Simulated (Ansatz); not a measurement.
# Mg/AlN/Mg: predicting the conductance of a thicker barrier

**Method.** Ansatz 0.2.0, plane waves with PAW datasets, PBE. Interfaces are relaxed in a short slab (with D3(BJ) where the barrier is layered), set between ideal electrode layers that go on as semi-infinite leads, and the zero-bias conductance G at 300 K comes from T(E) on a typed mesh. The error is the largest of the program's estimates from energy step, mesh, the leads' potential steps and neutrality; its separate bound for narrow resonances between the energies solved isn't counted and can be far larger. The lower electrode is Mg (hcp 0001), the upper Mg (hcp 0001) and the barrier AlN (wurtzite 0001), on a net of side 3.16 Å; d is the distance between the electrodes' last planes.

What is known so far:

| planes in the barrier | d (Å) | G (S/m²) | error (%) | lead step (meV) |
| --- | --- | --- | --- | --- |
| 4 | 7.43 | 6.67e13 | 9 | 24 |
| 8 | 12.43 | 2.09e12 | 8 | 24 |
| 12 | 17.44 | 1.03e11 | 13 | 24 |

Q: A further run has 16 planes, d = 22.44 Å. Fit G ∝ exp(−βd) to the rows shown and predict its conductance.

Working: Take y = ln G: 31.83, 28.37 and 25.36. The means are d = 12.43 Å and y = 28.52; Σ(Δd Δy) = −32.40 and Σ(Δd)² = 50.10, so the slope is −0.647 Å⁻¹ (β = 0.647 Å⁻¹). At d = 22.44 Å, y = 28.52 − 0.647 × 10.01 = 22.05, or G = 3.76e9 S/m².

**The withheld run.** The run gave 6.54e9 S/m², with an error estimate of 17 % and a lead step of 24 meV. The prediction is 0.574 times that, too low by 43 %. Step by step the slopes are 0.69, 0.60 and 0.55 Å⁻¹, falling with thickness. How much of this is a real bend and how much error of the rows wasn't traced.

Caveats: The interfaces are ideal, one cell wide, strained to a common net and relaxed from one registry with their symmetry kept. PBE's gaps are too small, so true decay constants are likely larger where the Fermi level lies deep in a gap. No spin-orbit coupling, phonons, disorder or image charges enter. The rows shown are chosen by tests on error estimates (under 100 to 120 %), lead steps (under 150 meV, though the program warns over 25), intact interfaces and, for fits, a steady trend in the rows shown; the data set holds 414 series of this kind, and not all pass.
